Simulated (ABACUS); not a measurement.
# ZnS: equation of state with PBEsol

**Experimental background.**

“Electronic, vibrational, and thermodynamic properties of ZnS (zincblende and rocksalt structure)”, 2009, arxiv:0911.5022 quotes, for a bulk crystal of ZnS: bulk modulus 76.9 GPa.

The system is ZnS.

```
Zn S
1.0
     0.00000    2.70200    2.70200
     2.70200    0.00000    2.70200
     2.70200    2.70200    0.00000
Zn S
1 1
Direct
  0.75000 0.75000 0.75000
  0.00000 0.00000 0.00000
```

```
Program             : ABACUS 3.10.1
Task                : equation of state
Functional          : PBEsol
Potentials or basis : PseudoDojo NC SR 0.4.1 PBEsol standard
Cutoff              : 1143 eV
Density cutoff      : 4572 eV
Basis               : plane waves
k mesh              : 9 × 9 × 9
Occupations         : fermi-dirac, width 0.05 eV
Spin                : no spin polarisation
```

```
Equilibrium volume                      : 19.20 Å³/atom
Bulk modulus                            : 79 GPa
Pressure derivative of the bulk modulus : 4.5
```

Energy against volume, from the lowest point:
```
volume (Å³/atom)  energy (meV/atom)
          18.543               5.58
          18.938               0.64
          19.332               0.00
          19.727               3.20
          20.121               9.84
          20.516              19.56
          20.910              32.01
```

All runs of the series together: 47 s on 4 threads of Intel(R) Xeon(R) 6975P-C (Granite Rapids), with other jobs on the host.

Against the measured bulk modulus of ZnS, 76.9 GPa (quoted in “Electronic, vibrational, and thermodynamic properties of ZnS (zincblende and rocksalt structure)”, 2009, arxiv:0911.5022), the calculated 79 GPa is off by +2.6 %. The fit is for a static lattice scaled at fixed shape and fixed fractional positions.
